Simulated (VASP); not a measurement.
# GaN (P6_3mc) in VASP: further runs, part 2 of 2

VASP 6.6.1. Earlier steps stand in the parts before.

### 5 Band structure, r2SCAN

INCAR

```
ALGO = Normal
EDIFF = 1E-6
ENCUT = 450
ISIF = 2
ISMEAR = 0
KPAR = 4
LASPH = T
LCHARG = F
LMIXTAU = T
LREAL = F
LWAVE = F
METAGGA = R2SCAN
NELM = 120
PREC = Accurate
SIGMA = 0.02
```

KPOINTS

```
k-points
0
Gamma
  12 12 8
```

POSCAR

```
GaN                                     
1.0
    3.2174475316      0.0000000000      0.0000000000
   -1.6087237658      2.7863912594      0.0000000000
    0.0000000000      0.0000000000      5.2418222970
  Ga              N             
     2     2
Direct
     0.6666666699999979    0.3333333300000021    0.4991207863528384
     0.3333333300000021    0.6666666699999979    0.9991207863528385
     0.6666666699999979    0.3333333300000021    0.8758792136471615
     0.3333333300000021    0.6666666699999979    0.3758792136471616
```

KPOINTS_OPT

```
path GMKGALHA,LM,KH
15
line-mode
reciprocal
 0.0000000000  0.0000000000  0.0000000000  G
 0.5000000000  0.0000000000  0.0000000000  M

 0.5000000000  0.0000000000  0.0000000000  M
 0.3333333333  0.3333333333  0.0000000000  K

 0.3333333333  0.3333333333  0.0000000000  K
 0.0000000000  0.0000000000  0.0000000000  G

 0.0000000000  0.0000000000  0.0000000000  G
 0.0000000000  0.0000000000  0.5000000000  A

 0.0000000000  0.0000000000  0.5000000000  A
 0.5000000000  0.0000000000  0.5000000000  L

 0.5000000000  0.0000000000  0.5000000000  L
 0.3333333333  0.3333333333  0.5000000000  H

 0.3333333333  0.3333333333  0.5000000000  H
 0.0000000000  0.0000000000  0.5000000000  A

 0.5000000000  0.0000000000  0.5000000000  L
 0.5000000000  0.0000000000  0.0000000000  M

 0.3333333333  0.3333333333  0.0000000000  K
 0.3333333333  0.3333333333  0.5000000000  H
```

Launch:

```
cat potpaw_PBE.64/Ga_d/POTCAR potpaw_PBE.64/N/POTCAR > POTCAR
mpirun -np 4 vasp_std > vasp.out
```

Run time: 97 s. Hardware: 4 MPI ranks of Intel Xeon Platinum 8488C (Sapphire Rapids), shared host; peak memory 0.25 GiB.

It converged, with:

```
Free energy             : -43.7951 eV
Largest force           : 0.010 eV/Å
Band gap on the k mesh  : 2.12 eV, direct
Band gap along the path : 2.12 eV, direct
```

Forces in eV/Å, atoms in the order of the input:
```
Ga   0.000  0.000 -0.010
Ga   0.000  0.000 -0.010
N    0.000  0.000  0.010
N    0.000  0.000  0.010
```

Levels at the corners of the path, in eV from the valence-band top:
```
point  band 14  band 15  band 16  band 17  band 18  band 19  band 20  band 21  band 22
    Γ    -1.02    -1.02    -0.03     0.00     0.00     2.12     4.60     9.77    10.40
    M    -5.28    -4.15    -2.72    -2.15    -0.99     5.48     5.92     6.46     9.08
    M    -5.28    -4.15    -2.72    -2.15    -0.99     5.48     5.92     6.46     9.08
    K    -5.32    -5.20    -2.93    -2.93    -2.69     5.60     8.22     8.22     8.93
    K    -5.32    -5.20    -2.93    -2.93    -2.69     5.60     8.22     8.22     8.93
    Γ    -1.02    -1.02    -0.03     0.00     0.00     2.12     4.60     9.77    10.40
    Γ    -1.02    -1.02    -0.03     0.00     0.00     2.12     4.60     9.77    10.40
    A    -3.87    -0.52    -0.52    -0.52    -0.52     4.55     4.55     9.00     9.00
    A    -3.87    -0.52    -0.52    -0.52    -0.52     4.55     4.55     9.00     9.00
    L    -6.55    -1.92    -1.92    -1.88    -1.88     4.78     4.78     8.21     8.21
    L    -6.55    -1.92    -1.92    -1.88    -1.88     4.78     4.78     8.21     8.21
    H    -6.11    -4.13    -4.13    -1.47    -1.47     6.80     6.80     7.79     7.79
    H    -6.11    -4.13    -4.13    -1.47    -1.47     6.80     6.80     7.79     7.79
    A    -3.87    -0.52    -0.52    -0.52    -0.52     4.55     4.55     9.00     9.00
    L    -6.55    -1.92    -1.92    -1.88    -1.88     4.78     4.78     8.21     8.21
    M    -5.28    -4.15    -2.72    -2.15    -0.99     5.48     5.92     6.46     9.08
    K    -5.32    -5.20    -2.93    -2.93    -2.69     5.60     8.22     8.22     8.93
    H    -6.11    -4.13    -4.13    -1.47    -1.47     6.80     6.80     7.79     7.79
```

Caveat: the PAW data sets were made with another functional, which shifts forces and pressure a little.

### 6 Band structure, HSE06

POSCAR is that of step 5.

INCAR.step1

```
ALGO = Normal
EDIFF = 1E-5
ENCUT = 450
GGA = PE
ISIF = 2
ISMEAR = 0
KPAR = 4
LASPH = T
LCHARG = F
LREAL = F
LWAVE = T
NELM = 120
PREC = Accurate
SIGMA = 0.02
```

INCAR.step2

```
ALGO = Normal
EDIFF = 1E-6
ENCUT = 450
GGA = PE
HFSCREEN = 0.2
ISIF = 2
ISMEAR = 0
ISTART = 1
KPAR = 4
LASPH = T
LCHARG = F
LHFCALC = T
LREAL = F
LWAVE = F
NELM = 120
PREC = Accurate
PRECFOCK = Fast
SIGMA = 0.02
```

KPOINTS

```
k-points
0
Gamma
  8 8 6
```

Edit KPOINTS_OPT of step 5 so:

```diff
@@ -1,3 +1,3 @@
 path GMKGALHA,LM,KH
-15
+10
 line-mode
```

Potentials or basis: VASP PAW PBE potentials, release 64 (Ga_d, N).

Launch:

```
cat potpaw_PBE.64/Ga_d/POTCAR potpaw_PBE.64/N/POTCAR > POTCAR
cp INCAR.step1 INCAR
mpirun -np 4 vasp_std > vasp.out
cp INCAR.step2 INCAR
mpirun -np 4 vasp_std > vasp.out
```

Run time: 3.3 h. Hardware: 4 MPI ranks of Intel Xeon Platinum 8488C (Sapphire Rapids), shared host; peak memory 0.4 GiB.

Results (log left out):

```
Free energy             : -29.5572 eV
Largest force           : 0.016 eV/Å
Band gap on the k mesh  : 2.98 eV, direct
Band gap along the path : 2.98 eV, direct
```

Forces on the atoms (eV/Å):
```
Ga   0.000  0.000 -0.016
Ga   0.000  0.000 -0.016
N    0.000  0.000  0.016
N    0.000  0.000  0.016
```

Levels at the corners of the path, in eV from the valence-band top:
```csv
point,band 15,band 16,band 17,band 18,band 19,band 20,band 21,band 22
Γ,-1.08,-0.03,0.00,0.00,2.98,5.50,10.83,11.31
M,-4.37,-2.85,-2.26,-1.04,6.28,6.83,7.33,10.22
M,-4.37,-2.85,-2.26,-1.04,6.28,6.83,7.33,10.22
K,-5.48,-3.10,-3.10,-2.85,6.35,9.36,9.36,9.84
K,-5.48,-3.10,-3.10,-2.85,6.35,9.36,9.36,9.84
Γ,-1.08,-0.03,0.00,0.00,2.98,5.50,10.80,11.31
Γ,-1.08,-0.03,0.00,0.00,2.98,5.50,10.81,11.31
A,-0.56,-0.56,-0.56,-0.56,5.48,5.48,9.92,9.92
A,-0.56,-0.56,-0.56,-0.56,5.48,5.48,9.92,9.92
L,-2.02,-2.02,-1.97,-1.97,5.59,5.59,9.16,9.16
L,-2.02,-2.02,-1.97,-1.97,5.59,5.59,9.16,9.16
H,-4.36,-4.36,-1.53,-1.53,7.71,7.71,8.65,8.65
H,-4.36,-4.36,-1.53,-1.53,7.71,7.71,8.65,8.65
A,-0.56,-0.56,-0.56,-0.56,5.48,5.48,9.92,9.92
L,-2.02,-2.02,-1.97,-1.97,5.59,5.59,9.16,9.16
M,-4.37,-2.85,-2.26,-1.04,6.28,6.83,7.33,10.22
K,-5.48,-3.10,-3.10,-2.85,6.35,9.36,9.36,9.84
H,-4.36,-4.36,-1.53,-1.53,7.71,7.71,8.65,8.65
```

Caveat: the PAW data sets were made with another functional, which shifts forces and pressure a little.

### 7 Overview

```csv
task,level,potentials or basis,k mesh,further INCAR settings,grid for exact exchange (PRECFOCK),screening parameter,gap on the mesh (eV),largest force (eV/Å)
dielectric tensor,PBE,"VASP PAW PBE potentials, release 64 (Ga_d, N)",12 × 12 × 7,ALGO = Fast; EDIFF = 1e-08; IBRION = 8,-,-,1.72,-
band structure,LDA,"VASP PAW LDA potentials, release 64 (Ga_d, N)",12 × 12 × 8,ALGO = Fast; EDIFF = 1e-06,-,-,1.74,-
band structure,PBE,"VASP PAW PBE potentials, release 64 (Ga_d, N)",12 × 12 × 8,ALGO = Fast; EDIFF = 1e-06,-,-,1.72,-
band structure,r2SCAN,"VASP PAW PBE potentials, release 64 (Ga_d, N)",12 × 12 × 8,ALGO = Normal; EDIFF = 1e-06,-,-,2.12,0.01
band structure,HSE06,"VASP PAW PBE potentials, release 64 (Ga_d, N)",8 × 8 × 6,ALGO = Normal; EDIFF = 1e-06,Fast,0.2 1/A,2.98,0.02
```

Alike in all rows: no spin polarisation; cell as given; cutoff (eV) 450; smearing gaussian 0.02 eV.

Caveats: the PAW data sets were made with another functional, which shifts forces and pressure a little (some runs).

Total energies depend on the potentials used, so only differences within one code and one set of settings carry meaning.

### 8 How close it comes

Step 2. Against the measured gap of GaN, 3.503 eV (direct; quoted in “Studying electronic properties in GaN without electrical contacts using γ-γ vs e−-γ Perturbed Angular Correlations”, 2019, pmc:6823545), the calculated 1.72 eV is off by -1.78 eV. So large a miss can be the level of theory's own, or it may mean another phase, state or a wrong row. Spin-orbit coupling on Ga is left out. The value is that of PBE, without temperature or zero-point motion. Semilocal functionals fall short of measured gaps as a rule. The cell is a database's relaxed one, not the measured one, which moves gaps too.

Step 3. Against the measured gap of GaN, 3.503 eV (direct; quoted in “Studying electronic properties in GaN without electrical contacts using γ-γ vs e−-γ Perturbed Angular Correlations”, 2019, pmc:6823545), the calculated 1.74 eV is off by -1.77 eV. So large a miss can be the level of theory's own, or it may mean another phase, state or a wrong row. Spin-orbit coupling on Ga is left out. The value is that of LDA, without temperature or zero-point motion. Semilocal functionals fall short of measured gaps as a rule. The cell is a database's relaxed one, not the measured one, which moves gaps too.

Step 4. Against the measured gap of GaN, 3.503 eV (direct; quoted in “Studying electronic properties in GaN without electrical contacts using γ-γ vs e−-γ Perturbed Angular Correlations”, 2019, pmc:6823545), the calculated 1.72 eV is off by -1.78 eV. So large a miss can be the level of theory's own, or it may mean another phase, state or a wrong row. Spin-orbit coupling on Ga is left out. The value is that of PBE, without temperature or zero-point motion. Semilocal functionals fall short of measured gaps as a rule. The cell is a database's relaxed one, not the measured one, which moves gaps too.

Step 5. Measured gap of GaN: 3.503 eV (direct; quoted in “Studying electronic properties in GaN without electrical contacts using γ-γ vs e−-γ Perturbed Angular Correlations”, 2019, pmc:6823545). This calculation gives 2.12 eV (-1.39 eV). Spin-orbit coupling on Ga is left out. The value is that of r2SCAN, without temperature or zero-point motion. The cell is a database's relaxed one, not the measured one, which moves gaps too.

Step 6. A measured gap of GaN is 3.503 eV (direct; quoted in “Studying electronic properties in GaN without electrical contacts using γ-γ vs e−-γ Perturbed Angular Correlations”, 2019, pmc:6823545); the calculated 2.98 eV misses it by -0.52 eV. Spin-orbit coupling on Ga is left out. The value is that of HSE06, without temperature or zero-point motion. The cell is a database's relaxed one, not the measured one, which moves gaps too.
